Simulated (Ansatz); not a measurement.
## Equation of state of chromium, fcc

Theory: DFT, BLYP, plane waves (420 eV) with PAW, scalar-relativistic in Ansatz 0.2.0. (PAW data from PBE, frozen cores regenerated.)

The cell is scaled uniformly from the relaxed one, with fractional coordinates and shape fixed. Energies are extrapolated to zero smearing, pressures are those at the given smearing. Magnetic state: non-magnetic.

```json
{"V (Å³/atom)": "10.788", "E − E₀ (meV/atom)": "148.1", "P (GPa)": "36.23"}
{"V (Å³/atom)": "11.279", "E − E₀ (meV/atom)": "60.8", "P (GPa)": "21.60"}
{"V (Å³/atom)": "11.769", "E − E₀ (meV/atom)": "14.0", "P (GPa)": "9.73"}
{"V (Å³/atom)": "12.259", "E − E₀ (meV/atom)": "0.0", "P (GPa)": "0.08"}
{"V (Å³/atom)": "12.750", "E − E₀ (meV/atom)": "12.6", "P (GPa)": "-7.74"}
{"V (Å³/atom)": "13.240", "E − E₀ (meV/atom)": "46.8", "P (GPa)": "-14.08"}
{"V (Å³/atom)": "13.730", "E − E₀ (meV/atom)": "98.4", "P (GPa)": "-19.20"}
```

Question: Fit a third-order Birch-Murnaghan equation.

Answer: V₀ = 12.26 Å³/atom, B₀ = 217 GPa, B₀′ = 4.2.
